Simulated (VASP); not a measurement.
# Li2O (Fm-3m) in VASP: notebook, part 2 of 3

VASP 6.6.1.

### 3 Relaxation of cell and atoms, PBEsol

This run uses another cell than the first one, of 8.16 Å³/atom, 1.086 times its volume.

INCAR reads:

```
SYSTEM = Li2O
  ALGO = Normal
  EDIFF = 1E-6
  EDIFFG = -0.01
  ENCUT = 600
  GGA = PS
  IBRION = 2
  ISIF = 3
  ISMEAR = 0
  KPAR = 2
  LASPH = .TRUE.
  LCHARG = .FALSE.
  LREAL = .FALSE.
  LWAVE = .FALSE.
  NELM = 80
  NSW = 90
  PREC = Accurate
  SIGMA = 0.03
```

KPOINTS reads:

```
k-points
0
G
  10 10 10
  0 0 0
```

POSCAR reads:

```
Li2O
1.0
    0.0000000000      2.3050000000      2.3050000000
    2.3050000000      0.0000000000      2.3050000000
    2.3050000000      2.3050000000      0.0000000000
Li O
2 1
Direct
    0.2500000000      0.2500000000      0.2500000000
    0.7500000000      0.7500000000      0.7500000000
    0.0000000000      0.0000000000      0.0000000000
```

Potentials or basis: VASP PAW PBE potentials, release 64 (Li_sv, O).

Started as:

```
> cat potpaw_PBE.64/Li_sv/POTCAR potpaw_PBE.64/O/POTCAR > POTCAR
> mpirun -np 2 vasp_std > vasp.out
```

OUTCAR:

```text
SYSTEM = Li2O
   EDIFF = 1E-6
   EDIFFG = -0.01
   ENCUT = 600
   GGA = PS
   IBRION = 2
   ISIF = 3
   ISMEAR = 0
   LASPH = .TRUE.
   LREAL = .FALSE.
   NELM = 80
   NSW = 90
   PREC = Accurate

 ion  position               nearest neighbor table
   1  0.250  0.250  0.250-   3 2.00   3 2.00   3 2.00   3 2.00   2 2.31   2 2.31   2 2.31   2 2.31
                             2 2.31   2 2.31
   2  0.750  0.750  0.750-   3 2.00   3 2.00   3 2.00   3 2.00   1 2.31   1 2.31   1 2.31   1 2.31
                             1 2.31   1 2.31
   3  0.000  0.000  0.000-   1 2.00   2 2.00   2 2.00   2 2.00   2 2.00   1 2.00   1 2.00   1 2.00

  LATTYP: Found a face centered cubic cell.
 ALAT       =     4.6100000000

  Lattice vectors:

 A1 = (   0.0000000000,   2.3050000000,   2.3050000000)
 A2 = (   2.3050000000,   0.0000000000,   2.3050000000)
 A3 = (   2.3050000000,   2.3050000000,   0.0000000000)

Analysis of symmetry for initial positions (statically):
=====================================================================
 Subroutine PRICEL returns:
 Original cell was already a primitive cell.

 Routine SETGRP: Setting up the symmetry group for a
 face centered cubic supercell.

 Subroutine GETGRP returns: Found 48 space group operations
 (whereof 48 operations were pure point group operations)
 out of a pool of 48 trial point group operations.

The static configuration has the point symmetry O_h .

Analysis of symmetry for dynamics (positions and initial velocities):
=====================================================================
 Subroutine PRICEL returns:
 Original cell was already a primitive cell.

 Routine SETGRP: Setting up the symmetry group for a
 face centered cubic supercell.

 Subroutine GETGRP returns: Found 48 space group operations
 (whereof 48 operations were pure point group operations)
 out of a pool of 48 trial point group operations.

The dynamic configuration has the point symmetry O_h .

 Subroutine INISYM returns: Found 48 space group operations
 (whereof 48 operations are pure point group operations),
 and found     1 'primitive' translations

----------------------------------------------------------------------------------------

                                     Primitive cell

  volume of cell :      24.4930

  direct lattice vectors                    reciprocal lattice vectors
     0.000000000  2.305000000  2.305000000    -0.216919740  0.216919740  0.216919740
     2.305000000  0.000000000  2.305000000     0.216919740 -0.216919740  0.216919740
     2.305000000  2.305000000  0.000000000     0.216919740  0.216919740 -0.216919740

  length of vectors
     3.259762261  3.259762261  3.259762261     0.375716010  0.375716010  0.375716010

  position of ions in fractional coordinates (direct lattice)
     0.250000000  0.250000000  0.250000000
     0.750000000  0.750000000  0.750000000
     0.000000000  0.000000000  0.000000000

  ion indices of the primitive-cell ions
   primitive index   ion index
                 1           1
                 2           2
                 3           3

[... 52 lines left out ...]
 [... further k-points ...]
   k-points           NKPTS =     47   k-points in BZ     NKDIM =     47   number of bands    NBANDS=     10
   number of dos      NEDOS =    301   number of ions     NIONS =      3
   total plane-waves  NPLWV =  21952
   dimension x,y,z NGX =    28 NGY =   28 NGZ =   28
   dimension x,y,z NGXF=    56 NGYF=   56 NGZF=   56
   ions per type =               2   1
   NGX,Y,Z   is equivalent  to a cutoff of  14.28, 14.28, 14.28 a.u.
   NGXF,Y,Z  is equivalent  to a cutoff of  28.56, 28.56, 28.56 a.u.
 SYSTEM =  Li2O
   PREC   = accura    normal or accurate (medium, high low for compatibility)
   ISTART =      0    job   : 0-new  1-cont  2-samecut
   ICHARG =      2    charge: 1-file 2-atom 10-const
   ISPIN  =      1    spin polarized calculation?
   LNONCOLLINEAR =      F non collinear calculations
   LSORBIT =      F    spin-orbit coupling
   LASPH  =      T    aspherical Exc in radial PAW
   ENCUT  =  600.0 eV  44.10 Ry    6.64 a.u.   6.51  6.51  6.51*2*pi/ulx,y,z
   NELM   =     80;   NELMIN=  2; NELMDL= -5     # of ELM steps
   EDIFF  = 0.1E-05   stopping-criterion for ELM
   LREAL  =      F    real-space projection
   EDIFFG = -.1E-01   stopping-criterion for IOM
   NSW    =     90    number of steps for IOM
   IBRION =      2    ionic relax: 0-MD 1-quasi-New 2-CG
   NFREE  =      1    steps in history (QN), initial steepest desc. (CG)
   ISIF   =      3    stress and relaxation
   ISYM   =      2    0-nonsym 1-usesym 2-fastsym
   POTIM  = 0.5000    time-step for ionic-motion
   TEBEG  =    0.0;   TEEND  =   0.0 temperature during run
   PSTRESS=    0.0 pullay stress
   NELECT =      12.0000    total number of electrons
   NUPDOWN=      -1.0000    fix difference up-down
   EMIN   =  10.00;   EMAX   =-10.00  energy-range for DOS
   EFERMI =   0.00;   METHOD = LEGACY
   ISMEAR =     0;   SIGMA  =   0.03  broadening in eV -4-tet -1-fermi 0-gaus
   EFERMI_NEDOS =   21; number of points for ismear=-14 and -15
   IALGO  =     38    algorithm
   IMIX   =      4    mixing-type and parameters
     AMIX     =   0.40;   BMIX     =  1.00
     AMIX_MAG =   1.60;   BMIX_MAG =  1.00
  volume/ion in A,a.u.               =       8.16        55.10
  Fermi-wavevector in a.u.,A,eV,Ry     =   1.290588  2.438858 22.662103  1.665618
  Thomas-Fermi vector in A             =   2.422410
   LORBIT       =      0    0 simple, 1 ext, 2 COOP (PROOUT), +10 PAW based schemes
   GGA     = PS    functional components
   LHFCALC =     F    Hartree Fock is set to
   AEXX    =    0.0000 exact exchange contribution
   IVDW    =     0    specifies the selected vdW correction
   LEPSILON=     F    determine dielectric tensor
   LRPA    =     F    only Hartree local field effects (RPA)
 conjugate gradient relaxation of ions
 non-spin polarized calculation
 Gauss-broadening in eV      SIGMA  =   0.03
  energy-cutoff  :      600.00
  volume of cell :       24.49
 maximum number of plane-waves:       869
 NGX is ok and might be reduce to    28
   NGX = 13   NGY = 13   NGZ = 13

--------------------------------------- Ionic step        1  -------------------------------------------

 number of electron      12.0000001 magnetization

 Free energy of the ion-electron system (eV)
  ---------------------------------------------------
  ext. energy  EPLUGINS =         0.00000000
  ---------------------------------------------------
  free energy    TOTEN  =       -14.74970516 eV

  energy without entropy =      -14.74970516  energy(sigma->0) =      -14.74970516

------------------------ aborting loop because EDIFF is reached ----------------------------------------

  FORCE on cell =-STRESS in cart. coord.  units (eV):
  Direction    XX          YY          ZZ          XY          YZ          ZX
  --------------------------------------------------------------------------------------
  -------------------------------------------------------------------------------------
  Total       -0.2457175     -0.2457175     -0.2457175      0.0000000      0.0000000     -0.0000000
  in kB      -16.0732594    -16.0732594    -16.0732594      0.0000000      0.0000000     -0.0000000
  external PRESSURE =     -16.0732594 kB  Pullay stress =       0.0000000 kB
[... 24 lines left out ...]
--------------------------------------- Ionic step        2  -------------------------------------------

 number of electron      12.0000002 magnetization

 E-fermi :   1.5125     XC(G=0):  -9.9994

 val. band max:        1.3220143183   @ k =   0.0000   0.0000   0.0000
 cond. band min:       6.1734350491   @ k =   0.5000   0.5000   0.0000
 fundamental gap:      4.8514207309
 Fermi energy:         1.5124566315

 k-point     1 :       0.0000    0.0000    0.0000
  band No.  band energies     occupation
      1     -40.9195      2.00000
      2     -40.5483      2.00000
      3     -14.0609      2.00000
      4       1.3220      2.00000
      5       1.3220      2.00000
      6       1.3220      2.00000
      7       6.6182      0.00000
      8      13.2226      0.00000
      9      13.2226      0.00000
     10      13.2227      0.00000
[... 335 lines left out ...]
--------------------------------------- Ionic step        3  -------------------------------------------

 number of electron      12.0000003 magnetization

 Free energy of the ion-electron system (eV)
  ---------------------------------------------------
  ext. energy  EPLUGINS =         0.00000000
  ---------------------------------------------------
  free energy    TOTEN  =       -14.75205949 eV

  energy without entropy =      -14.75205949  energy(sigma->0) =      -14.75205949

 E-fermi :   1.6384     XC(G=0): -10.0414

 val. band max:        1.3741160892   @ k =   0.0000   0.0000   0.0000
 cond. band min:       6.2432088907   @ k =   0.5000   0.5000   0.0000
 fundamental gap:      4.8690928015
 Fermi energy:         1.6384340424

 k-point     1 :       0.0000    0.0000    0.0000
  band No.  band energies     occupation
      1     -40.8501      2.00000
      2     -40.4673      2.00000
      3     -14.0245      2.00000
      4       1.3741      2.00000
      5       1.3741      2.00000
      6       1.3741      2.00000
      7       6.7424      0.00000
      8      13.3284      0.00000
      9      13.3284      0.00000
     10      13.3284      0.00000
[... 329 lines left out ...]
  FREE ENERGIE OF THE ION-ELECTRON SYSTEM (eV)
  ---------------------------------------------------
  free  energy   TOTEN  =       -14.7520594902 eV

  energy  without entropy=      -14.7520594902  energy(sigma->0) =      -14.75205949

 reached required accuracy - stopping structural energy minimisation
```

OSZICAR:

```text
N       E                     dE             d eps       ncg     rms          rms(c)
DAV:   1     0.428428206029E+02    0.42843E+02   -0.66262E+03   940   0.142E+03
DAV:   2    -0.112550327906E+02   -0.54098E+02   -0.51452E+02  1110   0.243E+02
DAV:   3    -0.162655752290E+02   -0.50105E+01   -0.49926E+01  1688   0.635E+01
[... 20 lines left out ...]
DAV:   2    -0.147524568366E+02    0.58141E-02   -0.39993E-02   960   0.157E+00    0.188E-01
DAV:   3    -0.147521609177E+02    0.29592E-03   -0.11146E-03  1050   0.317E-01    0.111E-01
DAV:   4    -0.147520608796E+02    0.10004E-03   -0.21007E-04  1578   0.131E-01    0.130E-02
DAV:   5    -0.147520593766E+02    0.15030E-05   -0.18903E-05  1042   0.475E-02    0.305E-03
DAV:   6    -0.147520594902E+02   -0.11361E-06   -0.93518E-07   694   0.123E-02
   3 F= -.14752059E+02 E0= -.14752059E+02  d E =-.235433E-02
```

Wall time 16 s (2 MPI ranks of Intel Xeon Platinum 8259CL at 2.50GHz (Skylake/Cascade Lake), shared host); peak memory 0.14 GiB.

Results:

```
Free energy                            : -14.7521 eV
Relaxed volume                         : 7.99 Å³/atom
Relaxed cell                           : a = 3.236 Å, b = 3.236 Å, c = 3.236 Å, α = 60.00°, β = 60.00°, γ = 60.00°
Space group after relaxing (to 0.05 Å) : Fm-3m (No. 225)
Energy gained by relaxing              : 0.8 meV/atom
Ionic steps                            : 3
Pressure after relaxing                : 0.2 GPa
Band gap on the k mesh                 : 4.87 eV, indirect (least direct gap 5.37 eV)
```

Step by step:
| step | energy change (eV) | largest force (eV/Å) | pressure (GPa) | volume (Å³) |
| --- | --- | --- | --- | --- |
| 1 | 0.0000 | 0.0000 | -1.61 | 24.49 |
| 2 | -0.0020 | 0.0000 | -0.64 | 24.20 |
| 3 | -0.0024 | 0.0000 | 0.16 | 23.97 |

Final structure:
```yaml
crystal:
  lattice:
    - [0.00000, 2.28847, 2.28847]
    - [2.28847, 0.00000, 2.28847]
    - [2.28847, 2.28847, 0.00000]
  atoms:
    - { symbol: Li, position: [0.25000, 0.25000, 0.25000] }
    - { symbol: Li, position: [0.75000, 0.75000, 0.75000] }
    - { symbol: O, position: [0.00000, 0.00000, 0.00000] }
```

Caveat: the cutoff is under 1.25 times the usual one of these potentials, so pressure, stress and relaxed cells hold a basis-set (Pulay) error; the PAW data sets were made with another functional, which shifts forces and pressure a little.

(Part 2 of 3 ends here.)
